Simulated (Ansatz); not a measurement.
# Co: the cost of one run

Program: Ansatz 0.2.0. Level of theory: DFT PBE, with the methods named in each step. These are calculated values, not measurements.

### Step 1. The system as given

The structure is trigonal, space group P-3m1 (No. 164). Conventional cell: a = 2.487 Å, b = 2.487 Å, c = 4.063 Å, α = 90.00°, β = 90.00°, γ = 120.00°. Co (site symmetry 3m) has 12 Co at 2.42 to 2.55 Å as nearest neighbours.

Structure file:

```
CELL_PARAMETERS angstrom
2.48736 0.00000 0.00000
0.00000 4.30824 0.00000
1.24368 2.15412 4.06329
ATOMIC_POSITIONS crystal
Co 0.37007 0.03674 0.25986
Co 0.87007 0.53674 0.25986
Co 0.62993 0.96326 0.74014
Co 0.12993 0.46326 0.74014
```

In patterns such as +-, the signs follow the magnetic atoms in the order of the input.

Atoms are numbered in the order of the input: Co1, Co2, Co3, Co4.

### Step 2. Parallel moments, PAW

input.yaml reads:

```yaml
crystal:
  lattice:
    - [2.4873648738, 0.0, 0.0]
    - [0.0, 4.3082423384, 0.0]
    - [1.2436824369, 2.1541211692, 4.0632895034]
  atoms:
    - { symbol: Co, position: [0.3700695, 0.0367361667, 0.259861], spin: 2.0 }
    - { symbol: Co, position: [0.8700695, 0.5367361667, 0.259861], spin: 2.0 }
    - { symbol: Co, position: [0.6299305, 0.9632638333, 0.740139], spin: 2.0 }
    - { symbol: Co, position: [0.1299305, 0.4632638333, 0.740139], spin: 2.0 }
magnetization:
  spin_polarized: true
kpoints:
  mp_grid: { grid: [13, 8, 13] }
scf:
  occupations: { method: fermi_dirac, width: 0.08 }
  lower_state_search: "off"
hamiltonian:
  xc: pbe
  pseudopotentials: { kind: paw }
output:
  forces: true
  stress: true
  eigenvalues: true
```

The run is started by

```console
ansatz run input.yaml --threads 2 --pin off --max-ram 6144MiB --backend cpu --events-out ev --progress --plain --runs-dir out
```

**Question.** How long does this run take on 2 threads of AMD EPYC 9R45 (Zen 5), shared host, and how much memory does it need?

About 23 s, with a peak of 1.2 GiB.
